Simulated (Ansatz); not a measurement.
# What a trial cell of Nb3Sn relaxes into

The calculation used DFT r2SCAN, scalar-relativistic, plane waves, PAW in Ansatz. Cutoff 500 eV, Γ-centred k mesh, Gaussian smearing, no spin polarisation in the final step.

Nb3Sn was placed on the Cu3Au (L1_2) structure type (Pm-3m, No. 221), with Sn in place of Au, Nb in place of Cu, at a guessed volume.

```yaml
crystal:
  lattice:
    - [4.17783, 0.00000, 0.00000]
    - [0.00000, 4.17783, 0.00000]
    - [0.00000, 0.00000, 4.17783]
  atoms:
    - { symbol: Nb, position: [0.00000, 0.50000, 0.50000] }
    - { symbol: Nb, position: [0.50000, 0.00000, 0.50000] }
    - { symbol: Nb, position: [0.50000, 0.50000, 0.00000] }
    - { symbol: Sn, position: [0.00000, 0.00000, 0.00000] }
```

Cell and atoms relax at zero pressure; the relaxation can't lower the symmetry of the start. After a coarse first stage the cell is made exact in the group found at 0.06 Å.

Formation energies are uncorrected and refer to the elements' standard structures at the same level.

**Question.** Which crystal results?

**Answer.** It keeps Pm-3m (No. 221). The result still has the Cu3Au (L1_2) structure. Conventional cell: a = 4.214 Å. Nb is coordinated by 4 Sn at 2.98 Å and 8 Nb at 2.98 Å; around Sn lie 12 Nb at 2.98 Å.

```cif
data_structure
_symmetry_space_group_name_H-M 'Pm-3m'
_symmetry_Int_Tables_number 221
_cell_length_a 4.2137
_cell_length_b 4.2137
_cell_length_c 4.2137
_cell_angle_alpha 90.000
_cell_angle_beta 90.000
_cell_angle_gamma 90.000
_cell_volume 74.82
loop_
_atom_site_label
_atom_site_type_symbol
_atom_site_symmetry_multiplicity
_atom_site_Wyckoff_symbol
_atom_site_fract_x
_atom_site_fract_y
_atom_site_fract_z
_atom_site_occupancy
Nb1 Nb 3 c 0.00000 0.50000 0.50000 1
Sn1 Sn 1 a 0.00000 0.00000 0.00000 1
```

**Question.** What are its volume, energy, density and gap?

**Answer.** The volume per atom is 18.70 Å³. The density is 8.82 g/cm³ and the energy over the elements is -0.13 eV/atom. The gap on the 12×12×12 mesh is 0 eV (a metal).

The final run used a 12×12×12 mesh on its 4-atom cell and 0.10 eV smearing. For metals, differences of a few meV/atom aren't resolved. A structure relaxed within its symmetry needn't be a true minimum.

Cost: 3 runs of about 2.3 core-minutes in all, on Arm Neoverse V2 (shared hosts).